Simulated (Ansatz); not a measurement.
# GaAs: stress in a strained cell

GaAs is deformed so: zz strain of +2 %. What stress and forces result, by LAPW, PAW and all-electron datasets made for the crystal?

Program: Ansatz 0.2.0. Level of theory: DFT LDA, scalar-relativistic. These are calculated values, not measurements.

2 further runs of the same task are left out: 2 set aside as unsound or not needed.

## (1) The system as given

It takes space group F-43m (No. 216, cubic). The conventional cell has a = 5.654 Å, b = 5.654 Å, c = 5.654 Å, α = 90.00°, β = 90.00°, γ = 90.00°. Around Ga (site symmetry -43m) lie 4 As at 2.45 Å. Around As (site symmetry -43m) lie 4 Ga at 2.45 Å.

Coordinates:

```
Ga As
1.0
     0.00000    2.82685    2.82685
     2.82685    0.00000    2.82685
     2.82685    2.82685    0.00000
Ga As
1 1
Cartesian
  0.0000 0.0000 0.0000
  4.2403 4.2403 4.2403
```

Atoms are numbered in the order of the input: Ga1, As2.

## (2) After the deformation

Space group F-43m before, I-4m2 after.

## (3) LAPW, all electrons

Contents of input.yaml:

```yaml
crystal:
  lattice:
    - [0.0, 2.82685, 2.883387]
    - [2.82685, 0.0, 2.883387]
    - [2.82685, 2.82685, 0.0]
  atoms:
    - { symbol: Ga, position: [0.0, 0.0, 0.0] }
    - { symbol: As, position: [0.75, 0.75, 0.75] }
kpoints:
  mp_grid: { grid: [10, 10, 10] }
  band_path:
    path:
      - [0.0, 0.0, 0.0]
      - [0.5, 0.0, 0.5]
      - [0.75, 0.25, 0.5]
      - [0.5, 0.5, 0.5]
      - [0.0, 0.0, 0.0]
      - [0.5, 0.5, 0.0]
      - [0.6298539023, 0.6298539023, 0.2597078047]
      - [0.3701460977, 0.3701460977, 0.7402921953]
      - [0.0, 0.0, 0.0]
    npoints: 5
scf:
  occupations: { method: fermi_dirac, width: 0.08 }
hamiltonian:
  xc: lda
  pseudopotentials: { kind: all_electron, lapw: { basis_error: 0.001 } }
output:
  forces: true
  stress: true
  eigenvalues: true
```

Command:

```sh
$ ansatz run input.yaml --threads 1 --pin off --max-ram 3072MiB --backend cpu --events-out ev --progress --plain --runs-dir out
```

## (4) Frozen-core PAW

Contents of input.yaml:

```yaml
crystal:
  lattice:
    - [0.0, 2.82685, 2.883387]
    - [2.82685, 0.0, 2.883387]
    - [2.82685, 2.82685, 0.0]
  atoms:
    - { symbol: Ga, position: [0.0, 0.0, 0.0] }
    - { symbol: As, position: [0.75, 0.75, 0.75] }
kpoints:
  mp_grid: { grid: [10, 10, 10] }
scf:
  occupations: { method: fermi_dirac, width: 0.08 }
hamiltonian:
  xc: lda
  pseudopotentials: { kind: paw }
output:
  forces: true
  stress: true
  eigenvalues: true
  efg: { contact_densities: true }
```

## (5) Datasets made for this crystal

Edit input.yaml of step 4 so:

```diff
@@ -14,3 +14,3 @@
   xc: lda
-  pseudopotentials: { kind: paw }
+  pseudopotentials: { kind: all_electron, datasets: crystal }
 output:
```

(Steps that only read results are left out.)

Q: Predict the outcome of this session. Wanted: pressure; largest shear or deviatoric stress.

As calculated:

| quantity | value |
| --- | --- |
| pressure | LAPW -3.06, PAW -3.09, crystal datasets -3.06 GPa |
| largest shear or deviatoric stress (LAPW) | 0.85 GPa |

In words: Against the undeformed cell the largest change of stress is -2.07 GPa, in the zz component, with the atoms carried along and not relaxed. PAW: stress within 0.03 GPa of LAPW. Crystal datasets: stress within 0.01 GPa of LAPW.
